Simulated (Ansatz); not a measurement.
Start from LiI in the rock salt structure (space group Fm-3m, No. 225; a = 6.0190 Å).

Computed with PBE, PAW, 420 eV (Ansatz, a first-principles code; no spin-orbit coupling).

Base values:

- Valley order = Γ 4.25 eV; X along ⟨100⟩ 4.36 eV; L along ⟨111⟩ 4.59 eV
- Density = 4.08 g/cm³
- Electron mass = 0.29 mₑ (at Γ)
- Smallest direct gap = 4.26 eV

One thing is altered: cell and atoms relaxed at a pressure of 4.5 GPa.

Problem. Predict the new valley order, density, electron mass and smallest direct gap.

Solution. The valley order (the lowest conduction-band minima on the path, energy above the VBM, named in the base's zone) becomes X along ⟨100⟩ 4.37 eV; L along ⟨111⟩ 4.56 eV; Γ 4.97 eV (base: Γ 4.25 eV; X along ⟨100⟩ 4.36 eV; L along ⟨111⟩ 4.59 eV); the density grows by 0.70 g/cm³ (4.08 g/cm³ → 4.78 g/cm³); the electron mass changes from 0.29 mₑ (at Γ) to 0.96 mₑ along k, 0.47 mₑ across (at X); the smallest direct gap grows by 0.676 eV to 4.93 eV.

Spin-orbit coupling, missing from the scalar runs, can matter with I. Load acts through the strain it causes; cell and atoms are relaxed under it. Effective masses come from finite differences of ±0.01 Å⁻¹. Along k means along the line from Γ to the band edge. No phonon test of stability was made.
